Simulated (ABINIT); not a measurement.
The system is TePb.

```
Pb Te
1.0
     4.00229    0.00000    0.00000
     0.00000    4.00229    0.00000
     0.00000    0.00000    4.00229
Pb Te
1 1
Direct
  0.00000 0.00000 0.00000
  0.50000 0.50000 0.50000
```

Measurements of this composition are mostly on another form, of space group No. 225.

Base run:

```yaml
Program: ABINIT 10.8.3 (patched build)
Functional: r2SCAN
Potentials_or_basis: JTH PAW PBE v2.0
Cutoff: 707 eV
k_mesh: 7 × 7 × 7
Occupations: fermi-dirac, width 0.05 eV
Spin: no spin polarisation
```

Its results: band gap on the k mesh none (metal or under the smearing width); pressure -0.4 GPa.

After a change of settings the same cell gave: band gap on the k mesh 1.00 eV, indirect (least direct gap 2.43 eV); pressure 0.0 GPa. Which change was it?
A. k mesh from 7 × 7 × 7 to 3 × 3 × 3
B. functional from r2SCAN to PW91; cutoff from 707 eV to 599 eV; fine-grid cutoff from 1306.15 eV to 1197.3 eV
C. functional from r2SCAN to WC; cutoff from 707 eV to 599 eV; fine-grid cutoff from 1306.15 eV to 1197.3 eV

A.

Caveats: some runs use coarse meshes; the PAW data sets were made with another functional, which shifts forces and pressure a little; spin-orbit coupling is left out, which moves the levels of the heavy elements (some runs); spin-orbit coupling is left out, which as a rule narrows the gap of such compounds by several tenths of an eV (some runs); an odd mesh through Γ misses points on the zone boundary, where band edges often lie (some runs).
